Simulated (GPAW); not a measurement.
# Magnetic state of MnHO2 monolayer from several starts

Does MnHO2 monolayer prefer parallel or opposed moments, or none?

Main program and level: GPAW 26.7.0; PBE; plane waves with GPAW's PAW setups, scalar-relativistic.

## (1) The starting structure

The cell holds 4 atoms: 1 Mn, 2 O and 1 H. Its edges and angles: a = 3.177 Å, b = 2.888 Å, c = 18.055 Å, α = 90.0°, β = 90.0°, γ = 117.0°. It derives from MnHO2. one layer cut from the bulk crystal, unrelaxed, 15 A of vacuum. Vacuum lies along c.

Structure file:

```
Mn O H
1.0
     3.17685    0.00000    0.00000
    -1.31282    2.57251    0.00000
     0.00000    0.00000   18.05458
Mn O H
1 2 1
Direct
  0.05368 0.02684 0.53188
  0.77962 0.38981 0.47257
  0.33648 0.66824 0.58459
  0.80610 0.40305 0.41541
```

## (2) Order 1, typed as ferro +

Parallel moments need no larger cell; this start tests for a ferromagnetic state only.

The input, order1.py:

```python
import json
import numpy as np
from ase import Atoms
from ase.parallel import paropen, parprint
from gpaw import GPAW

atoms = Atoms(['Mn', 'O', 'O', 'H'],
    cell=[[3.17685, 0.0, 0.0],
         [-1.312824, 2.572505, 0.0],
         [0.0, 0.0, 18.054585]],
    scaled_positions=[[0.053683, 0.026841, 0.531876],
         [0.779624, 0.389812, 0.472568],
         [0.336483, 0.668241, 0.584593],
         [0.806098, 0.403049, 0.415407]],
    pbc=True,
    magmoms=[4.5, 0.0, 0.0, 0.0])
atoms.calc = GPAW(mode={'name': 'pw', 'ecut': 700},
    xc='PBE',
    kpts={'size': (8, 8, 1), 'gamma': True},
    occupations={'name': 'fermi-dirac', 'width': 0.02},
    convergence={'density': 1e-05, 'energy': 1e-05},
    maxiter=200,
    symmetry={'tolerance': 1e-4},
    txt='order1.txt')
e = atoms.get_potential_energy(force_consistent=True)
res = {'free_energy': e, 'energy_sigma0': atoms.get_potential_energy(), 'fermi_energy': atoms.calc.get_fermi_level()}
res['moments'] = atoms.get_magnetic_moments().tolist()
res['total'] = atoms.get_magnetic_moment()
parprint('site moments (muB):', np.round(res['moments'], 3))
parprint(f"total moment: {res['total']:.3f} muB")
parprint(f'free energy: {e:.6f} eV')
atoms.calc.write('order1.gpw')
with paropen('results.json', 'w') as f:
    json.dump(res, f)
```

Launch:

```bash
> OMP_NUM_THREADS=1 mpirun -n 4 gpaw python order1.py > order1.log
```

Output:

```text
UserWarning: Initial realspace grid (20,18,112) inconsistent with symmetries.
UserWarning: Initial realspace grid (20,18,112) inconsistent with symmetries.
UserWarning: Initial realspace grid (20,18,112) inconsistent with symmetries.
UserWarning: Initial realspace grid (20,18,112) inconsistent with symmetries.
UserWarning: Using symmetrized grid: (20,20,112).

UserWarning: Using symmetrized grid: (20,20,112).

UserWarning: Using symmetrized grid: (20,20,112).

UserWarning: Using symmetrized grid: (20,20,112).

site moments (muB): [3.55  0.046 0.095 0.008]
total moment: 3.999 muB
free energy: -28.004086 eV

--- order1.txt ---
Input parameters:
  mode=PW(ecut=700),
  convergence={'density': 1e-05, 'energy': 1e-05},
  kpts=MonkhorstPack(size=(8, 8, 1), gamma=True),
  maxiter=200,
  occupations=Occupations(name='fermi-dirac', width=0.02),
  symmetry=Symmetry(tolerance=0.0001),
  xc=XC(name='PBE')

Diagonalizing LCAO Hamiltonian
Converting LCAO to pw mode

        O

       Mn
            O
            H

Atoms  # Å, Bohr magnetons
|   | symbol |        x |        y |         z |    initial magnetic moments |
|---|--------|----------|----------|-----------|-----------------------------|
| 0 |     Mn | 0.135305 | 0.069049 |  9.602800 | ( 0.0000,  0.0000,  4.5000) |
| 1 |      O | 1.964994 | 1.002793 |  8.532019 | ( 0.0000,  0.0000,  0.0000) |
| 2 |      O | 0.191673 | 1.719053 | 10.554584 | ( 0.0000,  0.0000,  0.0000) |
| 3 |      H | 2.031720 | 1.036846 |  7.500001 | ( 0.0000,  0.0000,  0.0000) |

Unit cell  # Å
| periodic |         x |        y |         z |   lengths |     angles |
|----------|-----------|----------|-----------|-----------|------------|
|      yes |  3.176850 | 0.000000 |  0.000000 |  3.176850 |  90.000000 |
|      yes | -1.312824 | 2.572505 |  0.000000 |  2.888129 |  90.000000 |
|      yes |  0.000000 | 0.000000 | 18.054585 | 18.054585 | 117.036541 |

Number of symmetries: 2

BZ-sampling:
  Number of BZ points: 64
  Number of IBZ points: 21

  Monkhorst-Pack size: [8, 8, 1]
  Monkhorst-Pack shift: [0.0625, 0.0625, 0.0]

K-points  # in reciprocal-cell coordinates
|     |                                coordinates |     weight |
|-----|--------------------------------------------|------------|
|   0 | (  0.00000000,   0.00000000,   0.00000000) | 0.01562500 |
|   1 | (  0.12500000,  -0.25000000,   0.00000000) | 0.03125000 |
|   2 | (  0.12500000,  -0.12500000,   0.00000000) | 0.06250000 |
|   3 | (  0.12500000,   0.00000000,   0.00000000) | 0.03125000 |
|   4 | (  0.25000000,  -0.37500000,   0.00000000) | 0.06250000 |
|   5 | (  0.25000000,  -0.25000000,   0.00000000) | 0.06250000 |
|   6 | (  0.25000000,  -0.12500000,   0.00000000) | 0.06250000 |
|   7 | (  0.25000000,   0.00000000,   0.00000000) | 0.03125000 |
|   8 | (  0.25000000,   0.50000000,   0.00000000) | 0.03125000 |
|   9 | (  0.37500000,  -0.37500000,   0.00000000) | 0.06250000 |
| ... |                                            |            |
|  20 | (  0.50000000,   0.50000000,   0.00000000) | 0.03125000 |

Plane wave coefficients: 6262
Cutoff: 700.0 eV

Spin-components: 2 (collinear spins)
Bands:           22
Projectors:      19
Spin-degeneracy: 1
Datatype:        complex128

Parallelization:
  kpt:    4
  domain: 1
  band:   1

Density:
  Valence electrons: 28.0
  Components: 2
  Grid points: [ 20  20 112]
  Charge: 0.0  # |e|

Potential:
  Grid points: [ 20  20 112]

species:
  Mn:
    name:    Manganese
    Z:       25.0
    valence: 15
    core:    10
    charge:  0.0  # [|e|]
    compensation charges:
      type: gauss
      rc: 0.38  # [Å]
      lmax: 2
    cutoffs:
      filter: 2.14  # [Å]
      core: 0.86  # [Å]
    projectors
    | kind |    occ | energy [eV] | rcut [Å] |
    |------|--------|-------------|----------|
    |   3s |  2.000 |     -85.859 |    1.275 |
    |   4s |  2.000 |      -5.106 |    1.275 |
    |   3p |  6.000 |     -54.597 |    1.281 |
    |   4p |  0.000 |      -1.371 |    1.281 |
    |   3d |  5.000 |      -6.771 |    1.138 |
    |    d |        |      20.441 |    1.138 |

    Using partial waves for Mn as LCAO basis

  O:
    name:    Oxygen
    Z:       8.0
    valence: 6
    core:    2
    charge:  0.0  # [|e|]
    compensation charges:
      type: gauss
      rc: 0.21  # [Å]
      lmax: 2
    cutoffs:
      filter: 1.17  # [Å]
      core: 0.83  # [Å]
    projectors
    | kind |    occ | energy [eV] | rcut [Å] |
    |------|--------|-------------|----------|
    |   2s |  2.000 |     -23.961 |    0.688 |
    |   2p |  4.000 |      -9.029 |    0.598 |
    |    s |        |       3.251 |    0.688 |
    |    p |        |      18.182 |    0.598 |
    |    d |        |       0.000 |    0.619 |

    Using partial waves for O as LCAO basis

  H:
    name:    Hydrogen
    Z:       1.0
    valence: 1
    core:    0
    charge:  0.0  # [|e|]
    compensation charges:
      type: gauss
      rc: 0.15  # [Å]
      lmax: 2
    cutoffs:
      filter: 0.85  # [Å]
      core: 0.53  # [Å]
    projectors
    | kind |    occ | energy [eV] | rcut [Å] |
    |------|--------|-------------|----------|
    |   1s |  1.000 |      -6.494 |    0.476 |
    |    s |        |      20.717 |    0.476 |
    |    p |        |       0.000 |    0.476 |

    Using partial waves for H as LCAO basis

Reference energy: -35608.282837  # eV

eigensolver:
  PPCG
  Converge bands: occupied
  niter=2

density mixing:
  MSR1-Mixer
  Pratt-step length: 0.05
  Maximum mixing coefficient: 0.75
  Old densities: 10
  SVD Regularization: 0.005
  Good broyden scale: 1.0
  Trust region scale: 1.0
  Backstep threshold: 4.0
  History deletion threshold: 6.0
  Fourier metric: weight=20.0, sigma=0.015

occupation numbers:
  Fermi-Dirac:
    width: 0.0200  # eV

poisson solver:
  ecut: 5600.0  # eV

xc functional:
  name: PBE with 2 nearest neighbor stencil

convergence criteria:
- Maximum integral of absolute [dens]ity change: 1e-05 electrons / valence electron
- Maximum [total energy] change in last 3 cyles: 1e-05 eV / valence electron
- Maximum integral of absolute [eigenst]ate change: 4e-08 eV^2 / valence electron
maximum number of iterations: 200

SCF iterations
|iter     |      energy | eigst |  dens |  magmom |
|---------|-------------|-------|-------|---------|
|iter:   1|       0s |  -30.815796 | +0.35 |       |  +4.5025|
|iter:   2|       2s |  -29.797843 | -1.18 | -0.84 |  +4.4774|
|iter:   3|       4s |  -27.956044 | -0.40 | -0.89 |  +4.2864|
|iter:   4|       7s |  -28.018886 | -1.64 | -1.27 |  +4.1846|
|iter:   5|       9s |  -27.987888 | -1.63 | -1.40 |  +4.1109|
|iter:   6|      11s |  -28.018369 | -1.85 | -1.63 |  +4.0132|
|iter:   7|      13s |  -28.001113 | -2.73 | -1.93 |  +3.9981|
|iter:   8|      16s |  -28.003637 | -3.39 | -2.33 |  +3.9922|
|iter:   9|      18s |  -28.004386 | -3.73 | -2.60 |  +3.9951|
|iter:  10|      20s |  -28.004011 | -4.27 | -2.86 |  +3.9962|
|iter:  11|      23s |  -28.004024 | -5.19 | -3.46 |  +3.9983|
|iter:  12|      25s |  -28.004025c| -6.06 | -4.02 |  +3.9987|
|iter:  13|      27s |  -28.004026c| -6.67 | -4.58 |  +3.9988|
|iter:  14|      30s |  -28.004027c| -7.09 | -5.01c|  +3.9988|
|iter:  15|      32s |  -28.004027c| -7.50c| -5.55c|  +3.9988|

Converged in 15 steps
Energy contributions relative to reference atoms: (reference = -35608.282837)

Energy contributions:
  Kinetic:          29.243064
  Coulomb:         -30.395532
  Zero:              0.521488
  External:          0.000000
  Xc:              -27.372989
  Entropy:          -0.000117
  Spinorbit:         0.000000
  ----------------------------
  Free energy:     -28.004086
  Extrapolated:    -28.004027

dipole moment: (-1.902219, -5.368744, -0.325127)  # |e|*Ang

Total magnetic moment: (0.000000, 0.000000, 3.998833)

Local magnetic moments
|        x |        y |        z |
|----------|----------|----------|
| 0.000000 | 0.000000 | 3.549846 |  # Mn   0
| 0.000000 | 0.000000 | 0.046146 |  # O    1
| 0.000000 | 0.000000 | 0.095139 |  # O    2
| 0.000000 | 0.000000 | 0.007963 |  # H    3

Fermi level: -1.523
Eigenvalues  # (at kpt = [0.000, 0.000, 0.000])
| band index |      eig [eV] | occ [0-1] |      eig [eV] | occ [0-1] |
|------------|---------------|-----------|---------------|-----------|
|          0 |       -83.678 |     1.000 |       -79.646 |     1.000 |
|        ... |               |           |               |           |
|          6 |       -11.437 |     1.000 |       -11.169 |     1.000 |
|          7 |        -8.114 |     1.000 |        -7.340 |     1.000 |
|          8 |        -8.102 |     1.000 |        -7.087 |     1.000 |
|          9 |        -6.248 |     1.000 |        -5.137 |     1.000 |
|         10 |        -5.032 |     1.000 |        -4.667 |     1.000 |
|         11 |        -4.995 |     1.000 |        -4.399 |     1.000 |
|         12 |        -4.563 |     1.000 |        -1.458 |     0.037 |
|         13 |        -4.386 |     1.000 |        -0.857 |     0.000 |
|         14 |        -3.145 |     1.000 |        -0.633 |     0.000 |
|         15 |        -1.654 |     0.999 |        -0.174 |     0.000 |
|         16 |        -1.318 |     0.000 |         1.138 |     0.000 |
|         17 |         0.050 |     0.000 |         1.662 |     0.000 |
|         18 |         1.187 |     0.000 |         1.784 |     0.000 |
|         19 |         2.738 |     0.000 |         3.005 |     0.000 |
|         20 |         3.747 |     0.000 |         3.971 |     0.000 |
|         21 |         3.870 |     0.000 |         4.294 |     0.000 |

Gap: 0.159 eV
Transition (v -> c):
  (s=0, k=2, n=15, [0.12, -0.12, 0.00]) -> (s=1, k=0, n=12, [0.00, 0.00, 0.00])
Direct/indirect transitions are different
Direct gap: 0.196 eV
Transition at: (s=0->1, k=0, n=15, [0.00, 0.00, 0.00])
```

Elapsed: 38 s, on 4 MPI ranks of Arm Neoverse V1, shared host; peak memory 1.1 GiB; 2.5 min of CPU time.

Spin moment in the augmentation sphere by atom:

```tsv
atom	spin moment in the augmentation sphere (μB)
Mn1	3.55
O2	0.05
O3	0.10
H4	0.01
```

Numbers from this step:

* magnetization: 3.999 μB
* final state: ferromagnetic

After 15 cycles the largest moment stands at 3.55 μB.

## (3) Run 2 (antiferro q=(1/2,0,0) +-)

Another pattern of signs weighs the neighbour shells otherwise.

This order needs a doubled cell of 8 atoms. Its mesh is chosen so that both cells sample the same points.

The input, order2.py:

```python
import json
import numpy as np
from ase import Atoms
from ase.parallel import paropen, parprint
from gpaw import GPAW

atoms = Atoms(['Mn', 'Mn', 'O', 'O', 'O', 'O', 'H', 'H'],
    cell=[[6.3537, 0.0, 0.0],
         [-1.312824, 2.572505, 0.0],
         [0.0, 0.0, 18.054585]],
    scaled_positions=[[0.0268415, 0.026841, 0.531876],
         [0.5268415, 0.026841, 0.531876],
         [0.389812, 0.389812, 0.472568],
         [0.889812, 0.389812, 0.472568],
         [0.1682415, 0.668241, 0.584593],
         [0.6682415, 0.668241, 0.584593],
         [0.403049, 0.403049, 0.415407],
         [0.903049, 0.403049, 0.415407]],
    pbc=True,
    magmoms=[4.5, -4.5, 0.0, 0.0, 0.0, 0.0, 0.0, 0.0])
atoms.calc = GPAW(mode={'name': 'pw', 'ecut': 700},
    xc='PBE',
    kpts={'size': (4, 8, 1), 'gamma': True},
    occupations={'name': 'fermi-dirac', 'width': 0.02},
    convergence={'density': 1e-05, 'energy': 1e-05},
    maxiter=200,
    symmetry={'tolerance': 1e-4},
    txt='order2.txt')
e = atoms.get_potential_energy(force_consistent=True)
res = {'free_energy': e, 'energy_sigma0': atoms.get_potential_energy(), 'fermi_energy': atoms.calc.get_fermi_level()}
res['moments'] = atoms.get_magnetic_moments().tolist()
res['total'] = atoms.get_magnetic_moment()
parprint('site moments (muB):', np.round(res['moments'], 3))
parprint(f"total moment: {res['total']:.3f} muB")
parprint(f'free energy: {e:.6f} eV')
atoms.calc.write('order2.gpw')
with paropen('results.json', 'w') as f:
    json.dump(res, f)
```

Launch:

```bash
> OMP_NUM_THREADS=1 mpirun -n 4 gpaw python order2.py > order2.log
```

Output:

```text
site moments (muB): [ 3.438e+00 -3.438e+00  7.000e-03 -7.000e-03  6.000e-03 -6.000e-03
 -2.000e-03  2.000e-03]
total moment: -0.000 muB
free energy: -56.132023 eV

--- order2.txt ---
Input parameters:
  mode=PW(ecut=700),
  convergence={'density': 1e-05, 'energy': 1e-05},
  kpts=MonkhorstPack(size=(4, 8, 1), gamma=True),
  maxiter=200,
  occupations=Occupations(name='fermi-dirac', width=0.02),
  symmetry=Symmetry(tolerance=0.0001),
  xc=XC(name='PBE')

Diagonalizing LCAO Hamiltonian
Converting LCAO to pw mode

        O       O

       Mn      Mn
            O       O
            H       H

Atoms  # Å, Bohr magnetons
|   | symbol |        x |        y |         z |    initial magnetic moments |
|---|--------|----------|----------|-----------|-----------------------------|
| 0 |     Mn | 0.135305 | 0.069049 |  9.602800 | ( 0.0000,  0.0000,  4.5000) |
| 1 |     Mn | 3.312155 | 0.069049 |  9.602800 | ( 0.0000,  0.0000, -4.5000) |
| 2 |      O | 1.964994 | 1.002793 |  8.532019 | ( 0.0000,  0.0000,  0.0000) |
| 3 |      O | 5.141844 | 1.002793 |  8.532019 | ( 0.0000,  0.0000,  0.0000) |
| 4 |      O | 0.191673 | 1.719053 | 10.554584 | ( 0.0000,  0.0000,  0.0000) |
| 5 |      O | 3.368523 | 1.719053 | 10.554584 | ( 0.0000,  0.0000,  0.0000) |
| 6 |      H | 2.031720 | 1.036846 |  7.500001 | ( 0.0000,  0.0000,  0.0000) |
| 7 |      H | 5.208570 | 1.036846 |  7.500001 | ( 0.0000,  0.0000,  0.0000) |

Unit cell  # Å
| periodic |         x |        y |         z |   lengths |     angles |
|----------|-----------|----------|-----------|-----------|------------|
|      yes |  6.353700 | 0.000000 |  0.000000 |  6.353700 |  90.000000 |
|      yes | -1.312824 | 2.572505 |  0.000000 |  2.888129 |  90.000000 |
|      yes |  0.000000 | 0.000000 | 18.054585 | 18.054585 | 117.036541 |

Number of symmetries: 1

BZ-sampling:
  Number of BZ points: 32
  Number of IBZ points: 18

  Monkhorst-Pack size: [4, 8, 1]
  Monkhorst-Pack shift: [0.125, 0.0625, 0.0]

Plane wave coefficients: 12449
Cutoff: 700.0 eV

Spin-components: 2 (collinear spins)
Bands:           38
Projectors:      38
Spin-degeneracy: 1
Datatype:        complex128

Parallelization:
  kpt:    4
  domain: 1
  band:   1

Density:
  Valence electrons: 56.0
  Components: 2
  Grid points: [ 40  18 112]
  Charge: 0.0  # |e|

Potential:
  Grid points: [ 40  18 112]

[... setups left out ...]
Reference energy: -71216.565675  # eV

eigensolver:
  PPCG
  Converge bands: occupied
  niter=2

density mixing:
  MSR1-Mixer
  Pratt-step length: 0.05
  Maximum mixing coefficient: 0.75
  Old densities: 10
  SVD Regularization: 0.005
  Good broyden scale: 1.0
  Trust region scale: 1.0
  Backstep threshold: 4.0
  History deletion threshold: 6.0
  Fourier metric: weight=20.0, sigma=0.015

occupation numbers:
  Fermi-Dirac:
    width: 0.0200  # eV

poisson solver:
  ecut: 5600.0  # eV

xc functional:
  name: PBE with 2 nearest neighbor stencil

convergence criteria:
- Maximum integral of absolute [dens]ity change: 1e-05 electrons / valence electron
- Maximum [total energy] change in last 3 cyles: 1e-05 eV / valence electron
- Maximum integral of absolute [eigenst]ate change: 4e-08 eV^2 / valence electron
maximum number of iterations: 200

SCF iterations
|iter     |      energy | eigst |  dens |  magmom |
|---------|-------------|-------|-------|---------|
|iter:   1|       0s |  -61.615333 | +0.44 |       |  -0.0000|
|iter:   2|       9s |  -59.660367 | -0.94 | -0.84 |  -0.0000|
|iter:   3|      17s |  -56.013925 | -0.04 | -0.89 |  +0.0000|
|iter:   4|      25s |  -56.097265 | -1.59 | -1.27 |  -0.0000|
|iter:   5|      34s |  -56.215045 | -1.50 | -1.43 |  -0.0000|
|iter:   6|      42s |  -56.127562 | -1.84 | -1.58 |  -0.0000|
|iter:   7|      51s |  -56.130342 | -2.61 | -2.24 |  +0.0000|
|iter:   8|      59s |  -56.131436 | -3.12 | -2.43 |  -0.0000|
|iter:   9|      67s |  -56.131921 | -3.41 | -2.73 |  +0.0000|
|iter:  10|      76s |  -56.131994c| -3.81 | -3.20 |  -0.0000|
|iter:  11|      84s |  -56.132006c| -4.12 | -3.70 |  -0.0000|
|iter:  12|      93s |  -56.132009c| -4.41 | -4.14 |  +0.0000|
|iter:  13|     101s |  -56.132012c| -4.66 | -4.69 |  -0.0000|
|iter:  14|     109s |  -56.132013c| -4.97 | -5.20c|  +0.0000|
|iter:  15|     118s |  -56.132014c| -5.31 | -5.56c|  -0.0000|
|iter:  16|     126s |  -56.132014c| -5.69 | -5.79c|  +0.0000|
|iter:  17|     134s |  -56.132014c| -5.96 | -6.06c|  -0.0000|
|iter:  18|     142s |  -56.132014c| -6.24 | -6.37c|  +0.0000|
|iter:  19|     151s |  -56.132014c| -6.52 | -6.46c|  -0.0000|
|iter:  20|     159s |  -56.132014c| -6.78 | -6.39c|  +0.0000|
|iter:  21|     167s |  -56.132014c| -7.02 | -6.66c|  -0.0000|
|iter:  22|     174s |  -56.132014c| -7.28 | -6.64c|  +0.0000|
|iter:  23|     180s |  -56.132014c| -7.48c| -6.67c|  -0.0000|

Converged in 23 steps
Energy contributions relative to reference atoms: (reference = -71216.565675)

Energy contributions:
  Kinetic:          56.030087
  Coulomb:         -58.897752
  Zero:              1.051508
  External:          0.000000
  Xc:              -54.315849
  Entropy:          -0.000018
  Spinorbit:         0.000000
  ----------------------------
  Free energy:     -56.132023
  Extrapolated:    -56.132014

dipole moment: (-3.825303, -10.730036, -0.706093)  # |e|*Ang

Total magnetic moment: (0.000000, 0.000000, -0.000000)

Local magnetic moments
|        x |        y |         z |
|----------|----------|-----------|
| 0.000000 | 0.000000 |  3.438290 |  # Mn   0
| 0.000000 | 0.000000 | -3.438290 |  # Mn   1
| 0.000000 | 0.000000 |  0.007125 |  # O    2
| 0.000000 | 0.000000 | -0.007125 |  # O    3
| 0.000000 | 0.000000 |  0.006486 |  # O    4
| 0.000000 | 0.000000 | -0.006486 |  # O    5
| 0.000000 | 0.000000 | -0.002445 |  # H    6
| 0.000000 | 0.000000 |  0.002445 |  # H    7

Fermi level: -1.652
Eigenvalues  # (at kpt = [0.000, 0.000, 0.000])
| band index |      eig [eV] | occ [0-1] |      eig [eV] | occ [0-1] |
|------------|---------------|-----------|---------------|-----------|
|          0 |       -83.339 |     1.000 |       -83.339 |     1.000 |
|        ... |               |           |               |           |
|         20 |        -5.118 |     1.000 |        -5.118 |     1.000 |
|         21 |        -4.875 |     1.000 |        -4.875 |     1.000 |
|         22 |        -4.668 |     1.000 |        -4.668 |     1.000 |
|         23 |        -4.585 |     1.000 |        -4.585 |     1.000 |
|         24 |        -3.860 |     1.000 |        -3.860 |     1.000 |
|         25 |        -3.767 |     1.000 |        -3.767 |     1.000 |
|         26 |        -2.943 |     1.000 |        -2.943 |     1.000 |
|         27 |        -1.793 |     0.999 |        -1.793 |     0.999 |
|         28 |        -1.511 |     0.001 |        -1.511 |     0.001 |
|         29 |        -0.559 |     0.000 |        -0.559 |     0.000 |
|         30 |        -0.336 |     0.000 |        -0.336 |     0.000 |
|         31 |         0.168 |     0.000 |         0.168 |     0.000 |
|         32 |         0.434 |     0.000 |         0.434 |     0.000 |
|         33 |         0.983 |     0.000 |         0.983 |     0.000 |
|         34 |         1.382 |     0.000 |         1.382 |     0.000 |
|         35 |         1.839 |     0.000 |         1.839 |     0.000 |
|        ... |               |           |               |           |
|         37 |         2.868 |     0.000 |         2.868 |     0.000 |

Gap: 0.282 eV
Transition (v -> c):
  (s=1, k=0, n=27, [0.00, 0.00, 0.00]) -> (s=0, k=0, n=28, [0.00, 0.00, 0.00])
No difference between direct/indirect transitions
```

Elapsed: 3.2 min, on 4 MPI ranks; peak memory 1.9 GiB; 13 min of CPU time.

Spin moment in the augmentation sphere by atom:

```tsv
atom	spin moment in the augmentation sphere (μB)
Mn1	3.44
Mn2	-3.44
O3	0.01
O4	-0.01
O5	0.01
O6	-0.01
H7	0.00
H8	0.00
```

Read from the output:

```
magnetization : 0 μB
final state   : antiferromagnetic
```

It lies 61.9 meV a seeded atom under the first start, and its largest moment is 3.44 μB against 3.55 μB.

(Continued in part 2 of 2.)

[Logs and program files are shortened in this print: banners, set-up blocks, solver, clock and traceback lines can be left out without a mark of their own.]

[Logs are printed without paths, hosts, clocks, repeated set-up lines and the standing remarks that a program may print on its own settings, such as how far it seeks lower states.]

[Hosts, paths, dates, database ids (printed as entryN), source tags and the programs' standing remarks are cut or masked in the printed files.]

[Where a cell is said to come from a database of computed structures, the database is the Materials Project.]
